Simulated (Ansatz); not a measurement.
Consider SrTe in the rock salt structure (space group Fm-3m, No. 225; a = 6.6067 Å).

Level of theory: Kohn–Sham DFT with the PBEsol functional, run in Ansatz (a quantum-chemistry and plane-wave program) with PAW and 420 eV plane waves, spin-orbit coupling left out.

```
level   lattice parameter a
------  -------------------
PBEsol              6.607 Å
```

Problem. What does experiment give, and how far off is each level?

Solution. Measured: lattice parameter a 6.659 Å (temperature not stated; as listed in S. C. Rakesh Roshan et al., ACS Applied Energy Materials (2021)). Computed minus measured — lattice parameter a: PBEsol -0.8 %. Measured values not marked as corrected hold thermal and zero-point effects that the static-lattice runs lack.

Whether these cells are dynamically stable was not tested.
